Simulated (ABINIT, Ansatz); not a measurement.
# LiH (Fm-3m): modes at Γ and the response to a field

Aim: the zone-centre modes of LiH (Fm-3m).

Main program and level: ABINIT 10.8.3; DFT LDA, scalar-relativistic, plane waves, PseudoDojo norm-conserving pseudopotentials.

The database entry behind the starting cell differs from later determinations by our own check (the deuteride, about 0.2 % short), so it need not match the best structure at ambient conditions.

### Step 1. Set-up

Symmetry: Fm-3m, No. 225, cubic system. The conventional cell has a = 3.910 Å, b = 3.910 Å, c = 3.910 Å, α = 90.00°, β = 90.00°, γ = 90.00°. Nearest to Li lie 6 H at 1.96 Å. Nearest to H lie 6 Li at 1.96 Å. Farther neighbours are not listed.

### Step 2. Relaxation

The harmonic expansion starts where the forces on the atoms vanish, and stress shifts the frequencies, so cell and atoms are relaxed with tight thresholds.

The starting cell comes from a relaxation made beforehand in Ansatz (LDA, PseudoDojo NC).

relax.abi reads:

```
# relaxation
ionmov 2
optcell 2
ecutsm 0.5
dilatmx 1.08
ntime 40
tolmxf 2.0d-06
tolvrs 1.0d-14
prtwf 0
prtden 0
chksymtnons 0

# basis, mesh and filling
ecut 33.0
ngkpt 10 10 10
nshiftk 1
shiftk 0.0 0.0 0.0
istwfk *1
occopt 1
nband 2
nstep 100
diemac 9.0
prtebands 0
prtgsr 0
useylm 1

# cell and atoms
acell 3*1.0 Angstrom
rprim 
    0.0 1.955124122 1.955124122
    1.955124122 0.0 1.955124122
    1.955124122 1.955124122 0.0
ntypat 2
znucl 3 1
natom 2
typat 1 2
xred 
    0.0 0.0 0.0
    0.5 0.5 0.5
pp_dirpath "./pseudo"
pseudos "Li.upf, H.upf"
```

Command:

```sh
> OMP_NUM_THREADS=1 mpirun -n 2 abinit relax.abi > relax.log
```

Numbers of over 12 decimals in the logs are rounded to 6 here.

relax.abo, the main output file:

```text
[banners, grids, parts of the stress and lines that vanish by symmetry left out]
- input  file    -> relax.abi
- output file    -> relax.abo
- root for input  files -> relaxi
[...]
Symmetries : space group Fm -3 m (#225); Bravais cF (face-center cubic)
[...]
mpw =        1179          nfft =       27000          nkpt =          47
[...]
== DATASET  1 ==================================================================
[...]
cutoff_energies: {ecut:  33.0, pawecutdg:  -1.0, }
[...]
ETOT  1  -7.720319    -7.720E+00 1.376E-02 2.160E+01
 ETOT  2  -7.724849    -4.530E-03 1.930E-08 1.658E-01
 ETOT  3  -7.724887    -3.731E-05 8.625E-07 1.764E-03
 ETOT  4  -7.724887    -1.035E-07 3.874E-09 1.663E-06
 ETOT  5  -7.724887    -7.520E-11 1.785E-12 1.287E-08
[...]
At SCF step    8       vres2   =  4.02E-15 < tolvrs=  1.00E-14 =>converged.
[...]
sigma(1 1)=  2.34776082E-07  sigma(3 2)=  0.00000000E+00
  sigma(2 2)=  2.34776082E-07  sigma(3 1)=  0.00000000E+00
  sigma(3 3)=  2.34776082E-07  sigma(2 1)=  0.00000000E+00
[...]
convergence: {deltae:  1.776E-15, res2:  4.024E-15, residm:  4.310E-18, diffor: null, }
etotal    :  -7.72488667E+00
[...]
ETOT  1  -7.724887    -7.725E+00 1.198E-12 7.713E-07
[...]
At SCF step    5       vres2   =  1.87E-15 < tolvrs=  1.00E-14 =>converged.
[...]
sigma(1 1)=  2.03949430E-07  sigma(3 2)=  0.00000000E+00
  sigma(2 2)=  2.03949430E-07  sigma(3 1)=  0.00000000E+00
  sigma(3 3)=  2.03949430E-07  sigma(2 1)=  0.00000000E+00
[...]
convergence: {deltae:  1.421E-14, res2:  1.875E-15, residm:  1.842E-17, diffor: null, }
etotal    :  -7.72488667E+00
[...]
ETOT  1  -7.724887    -7.725E+00 8.333E-14 3.375E-05
[...]
ETOT  5  -7.724887     3.606E-13 7.555E-16 8.242E-14
 ETOT  6  -7.724887    -2.949E-13 1.110E-19 1.525E-15
 At SCF step    6       vres2   =  1.52E-15 < tolvrs=  1.00E-14 =>converged.
[...]
sigma(1 1)= -9.75043596E-09  sigma(3 2)=  0.00000000E+00
  sigma(2 2)= -9.75043596E-09  sigma(3 1)=  0.00000000E+00
  sigma(3 3)= -9.75043596E-09  sigma(2 1)=  0.00000000E+00
[...]
convergence: {deltae: -2.949E-13, res2:  1.525E-15, residm:  1.110E-19, diffor: null, }
etotal    :  -7.72488667E+00
[...]
At Broyd/MD step   3, gradients are converged :
[...]
sigma(1 1)= -9.75043596E-09  sigma(3 2)=  0.00000000E+00
  sigma(2 2)= -9.75043596E-09  sigma(3 1)=  0.00000000E+00
  sigma(3 3)= -9.75043596E-09  sigma(2 1)=  0.00000000E+00
[...]
- sigma(1 1)= -2.86867730E-04  sigma(3 2)=  0.00000000E+00
- sigma(2 2)= -2.86867730E-04  sigma(3 1)=  0.00000000E+00
- sigma(3 3)= -2.86867730E-04  sigma(2 1)=  0.00000000E+00
[...]
fcart     -0.0000000000E+00 -0.0000000000E+00 -0.0000000000E+00
           strten     -9.7504359558E-09 -9.7504359573E-09 -9.7504359573E-09
================================================================================

[key lines of the parts left out:]
pressure_GPa:   2.8687E-04
Total energy (etotal) [Ha]= -7.72488667184524E+00
```

The job ended after 4.3 s (2 MPI ranks of Arm Neoverse V2, shared host; 8.4 s of CPU time).

Little changed from the start: no atom moved by 0.005 Å and no cell edge by 0.1 %.

Numbers from this step:

* volume per atom: 7.472 Å³
* pressure: 2.87e-4 GPa

### Step 3. Ground state

First-order wavefunctions inherit every error of the ground state, hence the very tight tolvrs. The mesh is shifted off Γ, since shifted meshes converge sums over the zone faster.

gs.abi reads:

```
# ground state
tolvrs 1.0d-16
prtden 1
prtwf 1

# basis, mesh and filling
ecut 33.0
ngkpt 8 8 8
nshiftk 4
shiftk 
    0.5 0.5 0.5
    0.5 0.0 0.0
    0.0 0.5 0.0
    0.0 0.0 0.5
istwfk *1
occopt 1
nband 2
nstep 100
diemac 9.0
prtebands 0
prtgsr 0
useylm 1

# cell and atoms
acell 3*1.0 Angstrom
rprim 
    0.0 1.955019262 1.955019262
    1.955019262 0.0 1.955019262
    1.955019262 1.955019262 0.0
ntypat 2
znucl 3 1
natom 2
typat 1 2
xred 
    0.0 0.0 0.0
    0.5 0.5 0.5
pp_dirpath "./pseudo"
pseudos "Li.upf, H.upf"
```

Command:

```sh
> OMP_NUM_THREADS=1 mpirun -n 2 abinit gs.abi > gs.log
```

gs.abo, the main output file:

```text
[banners, grids, parts of the stress and lines that vanish by symmetry left out]
- input  file    -> gs.abi
- output file    -> gs.abo
- root for input  files -> gsi
[...]
Symmetries : space group Fm -3 m (#225); Bravais cF (face-center cubic)
[...]
mpw =         928          nfft =       27000          nkpt =          60
[...]
== DATASET  1 ==================================================================
[...]
cutoff_energies: {ecut:  33.0, pawecutdg:  -1.0, }
[...]
ETOT  1  -7.720633    -7.721E+00 1.859E-02 2.144E+01
 ETOT  2  -7.724878    -4.245E-03 6.418E-09 1.530E-01
 ETOT  3  -7.724912    -3.433E-05 9.195E-07 1.794E-03
 ETOT  4  -7.724912    -1.140E-07 3.706E-09 1.469E-06
 ETOT  5  -7.724912    -4.565E-11 2.672E-12 9.534E-09
 ETOT  6  -7.724912    -4.334E-13 2.835E-15 1.325E-10
 ETOT  7  -7.724912    -4.885E-14 7.147E-16 1.657E-13
 ETOT  8  -7.724912     8.260E-14 3.722E-18 8.794E-16
 ETOT  9  -7.724912    -8.793E-14 5.285E-21 4.450E-18
 At SCF step    9       vres2   =  4.45E-18 < tolvrs=  1.00E-16 =>converged.
[...]
sigma(1 1)=  1.67409705E-05  sigma(3 2)=  0.00000000E+00
  sigma(2 2)=  1.67409705E-05  sigma(3 1)=  0.00000000E+00
  sigma(3 3)=  1.67409705E-05  sigma(2 1)=  0.00000000E+00
[...]
convergence: {deltae: -8.793E-14, res2:  4.450E-18, residm:  5.285E-21, diffor: null, }
etotal    :  -7.72491237E+00
[...]
sigma(1 1)=  1.67409705E-05  sigma(3 2)=  0.00000000E+00
  sigma(2 2)=  1.67409705E-05  sigma(3 1)=  0.00000000E+00
  sigma(3 3)=  1.67409705E-05  sigma(2 1)=  0.00000000E+00
[...]
- sigma(1 1)=  4.92536358E-01  sigma(3 2)=  0.00000000E+00
- sigma(2 2)=  4.92536358E-01  sigma(3 1)=  0.00000000E+00
- sigma(3 3)=  4.92536358E-01  sigma(2 1)=  0.00000000E+00
[...]
fcart     -0.0000000000E+00 -0.0000000000E+00 -0.0000000000E+00
           strten      1.6740970535E-05  1.6740970535E-05  1.6740970535E-05
================================================================================

[key lines of the parts left out:]
pressure_GPa:  -4.9254E-01
```

Elapsed: 2.8 s, on 2 MPI ranks; 5.4 s of CPU time.

Read from the output:

```
pressure : -0.4925 GPa
```

The cell stands at -0.49 GPa: the relaxation ran with a smoothed cutoff and on another k mesh.

### Step 4. The gap at rest

Empty bands on the ground state's density check that the gap assumed so far is there in this cell.

gap.abi reads:

```
# empty bands on the ground state's density
iscf -2
getden_filepath "gso_DEN"
tolwfr 1.0d-12
nbdbuf 2
prtwf 0

# basis, mesh and filling
ecut 33.0
ngkpt 12 12 12
nshiftk 1
shiftk 0.0 0.0 0.0
istwfk *1
occopt 1
nband 6
nstep 100
diemac 9.0
prtebands 0
prtgsr 0
useylm 1

# cell and atoms
acell 3*1.0 Angstrom
rprim 
    0.0 1.955019262 1.955019262
    1.955019262 0.0 1.955019262
    1.955019262 1.955019262 0.0
ntypat 2
znucl 3 1
natom 2
typat 1 2
xred 
    0.0 0.0 0.0
    0.5 0.5 0.5
pp_dirpath "./pseudo"
pseudos "Li.upf, H.upf"
```

Command:

```sh
> OMP_NUM_THREADS=1 mpirun -n 2 abinit gap.abi > gap.log
```

gap.abo, the main output file:

```text
[banners, grids, parts of the stress and lines that vanish by symmetry left out]
- input  file    -> gap.abi
- output file    -> gap.abo
- root for input  files -> gapi
[...]
Symmetries : space group Fm -3 m (#225); Bravais cF (face-center cubic)
[...]
mpw =         941          nfft =       27000          nkpt =          72
[...]
== DATASET  1 ==================================================================
[...]
cutoff_energies: {ecut:  33.0, pawecutdg:  -1.0, }
[...]
-outvars: echo values of variables after computation
            acell      1.8897261259E+00  1.8897261259E+00  1.8897261259E+00 Bohr
================================================================================
```

The job ended after 3.2 s (2 MPI ranks; 6.4 s of CPU time).

Numbers from this step:

* gap on the k-mesh: 2.545 eV

In this cell the gap on the mesh is 2.5 eV, direct, so fixed occupations hold.

### Step 5. Zone-centre response

The derivative of the wavefunctions by k comes first, since the response to a field is built on it; then the field and the displacements that symmetry doesn't supply are solved at q = 0.

It reads the wavefunctions written in step 3.

dfpt_gamma.abi reads:

```
ndtset 2

# common to the responses
getwfk_filepath "gso_WFK"
kptopt 2
nqpt 1
qpt 0.0 0.0 0.0
asr 0
chneut 0

# d/dk
rfelfd1 2
rfdir1 1 1 1
iscf1 -3
tolwfr1 1.0d-20

# displacements, field
rfphon2 1
rfatpol2 1 2
rfdir2 1 1 1
rfelfd2 3
getddk2 1
tolvrs2 1.0d-10
prtwf2 0

# basis, mesh and filling
ecut 33.0
ngkpt 8 8 8
nshiftk 4
shiftk 
    0.5 0.5 0.5
    0.5 0.0 0.0
    0.0 0.5 0.0
    0.0 0.0 0.5
istwfk *1
occopt 1
nband 2
nstep 100
diemac 9.0
prtebands 0
prtgsr 0
useylm 1

# cell and atoms
acell 3*1.0 Angstrom
rprim 
    0.0 1.955019262 1.955019262
    1.955019262 0.0 1.955019262
    1.955019262 1.955019262 0.0
ntypat 2
znucl 3 1
natom 2
typat 1 2
xred 
    0.0 0.0 0.0
    0.5 0.5 0.5
pp_dirpath "./pseudo"
pseudos "Li.upf, H.upf"
```

Command:

```sh
> OMP_NUM_THREADS=1 mpirun -n 2 abinit dfpt_gamma.abi > dfpt_gamma.log
```

dfpt_gamma.abo, the main output file:

```text
[banners, grids, parts of the stress and lines that vanish by symmetry left out]
- input  file    -> dfpt_gamma.abi
- output file    -> dfpt_gamma.abo
- root for input  files -> dfpt_gammai
[...]
DATASET    1 : space group Fm -3 m (#225); Bravais cF (face-center cubic)
[...]
nfft =       27000          nkpt =        1024
[...]
DATASET    2 : space group Fm -3 m (#225); Bravais cF (face-center cubic)
[...]
nfft =       27000          nkpt =        1024
[...]
== DATASET  1 ==================================================================
[...]
cutoff_energies: {ecut:  33.0, pawecutdg:  -1.0, }
[...]
-  1.00000   1.00000  180309                  znucl, zion, pspdat
[...]
Perturbation : derivative vs k along direction   1
[...]
-ETOT  1  -9.145447     -9.145E+00 8.661E-02 0.000E+00
 ETOT  2  -9.147261     -1.814E-03 2.441E-05 0.000E+00
 ETOT  3  -9.147262     -6.325E-07 1.108E-08 0.000E+00
 ETOT  4  -9.147262     -2.584E-10 4.192E-12 0.000E+00
 ETOT  5  -9.147262     -1.403E-13 4.755E-15 0.000E+00
[...]
At SCF step    7   max residual=  9.94E-21 < tolwfr=  1.00E-20 =>converged.
[...]
Perturbation : derivative vs k along direction   2
[...]
-ETOT  1  -9.145447     -9.145E+00 8.661E-02 0.000E+00
[...]
At SCF step    7   max residual=  9.94E-21 < tolwfr=  1.00E-20 =>converged.
[...]
Perturbation : derivative vs k along direction   3
[...]
-ETOT  1  -9.145447     -9.145E+00 8.661E-02 0.000E+00
[...]
At SCF step    7   max residual=  9.94E-21 < tolwfr=  1.00E-20 =>converged.
[...]
1        1       1.4565483294    0.0000000000
     1        2       0.7282741647    0.0000000000
     1        3       0.7282741647    0.0000000000
     2        1       0.7282741647    0.0000000000
     2        2       1.4565483294   -0.0000000000
     2        3       0.7282741647   -0.0000000000
     3        1       0.7282741647    0.0000000000
     3        2       0.7282741647   -0.0000000000
     3        3       1.4565483294   -0.0000000000
[...]
== DATASET  2 ==================================================================
[...]
cutoff_energies: {ecut:  33.0, pawecutdg:  -1.0, }
[...]
Perturbation : displacement of atom   1   along direction   1
[...]
-ETOT  1  0.542317     -9.236E+02 1.058E+01 3.765E+00
[...]
At SCF step    8       vres2   =  2.88E-12 < tolvrs=  1.00E-10 =>converged.
[...]
Perturbation : displacement of atom   2   along direction   1
[...]
-ETOT  1  0.428180     -2.765E+01 3.006E-01 1.760E+02
[...]
At SCF step    7       vres2   =  1.03E-11 < tolvrs=  1.00E-10 =>converged.
[...]
Perturbation : homogeneous electric field along direction   1
[...]
-ETOT  1  -65.805049303154     -6.581E+01 4.517E+00 1.453E+03
[...]
ETOT  6  -66.191790574134     -2.075E-10 1.541E-12 6.196E-09
 ETOT  7  -66.191790574135     -1.535E-12 4.752E-15 5.442E-11
 At SCF step    7       vres2   =  5.44E-11 < tolvrs=  1.00E-10 =>converged.
[...]
Dielectric tensor, in cartesian coordinates,
[...]
1    4   1    4         4.8020085410        -0.0000000000
   1    4   2    4        -0.0000000000        -0.0000000000
   1    4   3    4         0.0000000000        -0.0000000000
   2    4   1    4        -0.0000000000        -0.0000000000
   2    4   2    4         4.8020085410        -0.0000000000
   2    4   3    4         0.0000000000        -0.0000000000
   3    4   1    4        -0.0000000000        -0.0000000000
   3    4   2    4        -0.0000000000        -0.0000000000
   3    4   3    4         4.8020085410        -0.0000000000
  Effective charges, in cartesian coordinates,
[...]
1    1   1    4         1.0180472036         0.0000000000
   2    1   1    4         0.0000000000         0.0000000000
   3    1   1    4        -0.0000000000         0.0000000000
   1    2   1    4        -1.0093545256         0.0000000000
   2    2   1    4         0.0000000000         0.0000000000
[...]
Effective charges, in cartesian coordinates,
[...]
2    4   1    2         0.0000000000         0.0000000000
   3    4   1    2         0.0000000000         0.0000000000
   1    4   2    2         0.0000000000         0.0000000000
   2    4   2    2        -1.0093545374         0.0000000000
   3    4   2    2        -0.0000000000         0.0000000000
   1    4   3    2         0.0000000000         0.0000000000
   2    4   3    2        -0.0000000000         0.0000000000
   3    4   3    2        -1.0093545374         0.0000000000
  Phonon wavevector (reduced coordinates) :  0.00000  0.00000  0.00000
 Phonon energies in Hartree :
[...]
Phonon frequencies in cm-1    :
-  4.045990E-01  4.045992E-01  4.045997E-01  6.480296E+02  6.480296E+02
-  6.480296E+02
  Phonon at Gamma, with non-analyticity in the
[...]
Phonon energies in Hartree :
[...]
Phonon frequencies in cm-1    :
-  4.045991E-01  4.045993E-01  1.554289E+00  6.480296E+02  6.480296E+02
-  1.102443E+03
  Phonon at Gamma, with non-analyticity in the
[...]
Phonon energies in Hartree :
[...]
Phonon frequencies in cm-1    :
-  4.045991E-01  4.045996E-01  1.554289E+00  6.480296E+02  6.480296E+02
-  1.102443E+03
  Phonon at Gamma, with non-analyticity in the
[...]
Phonon energies in Hartree :
[...]
Phonon frequencies in cm-1    :
-  4.045992E-01  4.045997E-01  1.554289E+00  6.480296E+02  6.480296E+02
-  1.102443E+03
[...]
fcart2     0.0000000000E+00  0.0000000000E+00  0.0000000000E+00
           strten2     0.0000000000E+00  0.0000000000E+00  0.0000000000E+00
================================================================================
```

The job ended after 85 s (2 MPI ranks; 2.8 min of CPU time).

This step gave:

| Item | Value |
| --- | --- |
| miss of the charge sum rule | 0.008693 e |
| largest acoustic frequency at the zone centre before the sum rule | 0.4 cm⁻¹ |
| highest optical zone-centre mode (no LO-TO term) | 648.0 cm⁻¹ |
| lowest optical zone-centre mode | 648.0 cm⁻¹ |
| mean high-frequency dielectric constant | 4.802 |
| largest Born charge in size (third of the trace) | 1.018 e |

Born charge (rows field, columns displacement), before the sum rule (e), principal values of the symmetric part by kind of site:

| atom | atoms with these values | low | middle | high | mean |
| --- | --- | --- | --- | --- | --- |
| Li1 | 1 | 1.02 | 1.02 | 1.02 | 1.02 |
| H2 | 1 | -1.01 | -1.01 | -1.01 | -1.01 |

In full for H2:

```
-1.01  0.00  0.00
 0.00 -1.01  0.00
 0.00  0.00 -1.01
```

High-frequency dielectric tensor:

```
4.80 0.00 0.00
0.00 4.80 0.00
0.00 0.00 4.80
```

The acoustic modes at Γ come out as far as 0.4 cm⁻¹ from zero, where they should vanish, a small numerical error; the Born charges miss their sum rule by 0.0087 e, which is good.

[end of part 1 of 2]

[Host names and launcher messages were left out of these logs when they were recorded.]

[Logs are printed without paths, hosts, clocks, repeated set-up lines and the standing remarks that a program may print on its own settings, such as how far it seeks lower states.]

[Hosts, paths, dates, database ids (printed as entryN), source tags and the programs' standing remarks are cut or masked in the printed files.]
